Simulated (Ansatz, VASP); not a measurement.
# Os in VASP and in Ansatz

```
Os
1.0
     2.73410    0.00000    0.00000
    -1.36705    2.36780    0.00000
     0.00000    0.00000    4.31970
Os
2
Cartesian
  1.3671 0.7893 3.2398
  0.0000 1.5785 1.0799
```

Alike in both runs: functional r2SCAN0; k mesh 6 × 6 × 3; occupations fermi-dirac, width 0.05 eV; no spin polarisation.

|  | VASP | Ansatz |
| --- | --- | --- |
| version | VASP 6.6.1 | Ansatz 0.2.0 |
| potentials or method | VASP PAW PBE potentials, release 64 (Os) | Ansatz PAW |
| plane-wave cutoff (eV) | 520 | 500 |
| valence electrons in the cell | 16 | 32 |
| task | band structure | single point |

VASP gave:

| Item | Value |
| --- | --- |
| gap on the k mesh at the Fermi level (eV) | none |
| pressure (GPa) | -8.1 |
| largest component of the traceless stress (GPa) | 4.64 |

Question: Which values does Ansatz return?

Answer: gap on the k mesh at the Fermi level (eV): none; pressure (GPa): -9.6; largest component of the traceless stress (GPa): 5.14.

A gap of «none» marks a metal or a gap that the smearing closes. With one functional, cell and mesh, what is left measures potentials, basis and numerics. The two sets of potentials don't hold the same shells in valence.

Caveats: the k mesh is coarse (spacing up to 0.48 Å⁻¹), so the values aren't converged, least of all with exact exchange; an unscreened hybrid on a path of extra k points without a Coulomb cutoff has errors near the mesh points, so the bands along the path aren't reliable (VASP); the PAW data sets were made with another functional, which shifts forces and pressure a little (VASP); spin-orbit coupling is left out, which moves the levels of the heavy elements (VASP); the PAW data sets come from PBE, with cores solved anew for the run's functional, which leaves a small shift of forces and pressure (Ansatz); the thresholds are loose for stress (Ansatz).
